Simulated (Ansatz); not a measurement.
# CdTe: the cost of one run

All numbers below are computed with Ansatz 0.2.0 (DFT PBEsol, scalar-relativistic, plane waves, PAW).

3 further runs of the same task are left out: 3 set aside as unsound or not needed. Runs told in other sessions of the task aren't counted.

### Step 1. The system as given

The cell holds 32 atoms (Cd15CuTe16): a = 11.243 Å, b = 11.243 Å, c = 11.243 Å, α = 109.47°, β = 109.47°, γ = 109.47°.

The coordinates of this cell stand in the input of its own run.

The host was relaxed before at PBEsol: a = 6.491 Å, b = 6.491 Å, c = 6.491 Å, α = 90.00°, β = 90.00°, γ = 90.00° (conventional cell), 34.187 Å³/atom.

Places, in fractions of the supercell: Cu in place of Cd at (0.250, 0.250, 0.500). The start keeps the symmetry of the ideal site.

### Step 2. Band edges of the host over the zone

Contents of input.yaml:

```yaml
crystal:
  lattice:
    - [0.0, 3.2455445669, 3.2455445669]
    - [3.2455445669, 0.0, 3.2455445669]
    - [3.2455445669, 3.2455445669, 0.0]
  atoms:
    - { symbol: Cd, position: [0.0, 0.0, 0.0] }
    - { symbol: Te, position: [0.25, 0.25, 0.25] }
basis:
  ecutwfc: 420
  xc_grid: 2
kpoints:
  mp_grid: { grid: [8, 8, 8] }
  band_path: { path: [VBM, CBM], npoints: 2 }
hamiltonian:
  xc: pbesol
scf:
  occupations: { method: gaussian, width: 0.02 }
output:
  forces: true
  stress: true
  eigenvalues: true
```

On the command line:

```console
$ ansatz run input.yaml --threads 8 --pin off --max-ram 16384MiB --backend cpu --events-out ev --progress --plain --runs-dir out
```

**Question.** How long does this run take on 8 threads of Arm Neoverse V1, shared host, and how much memory does it need?

About 2 s, with a peak of 0.45 GiB.
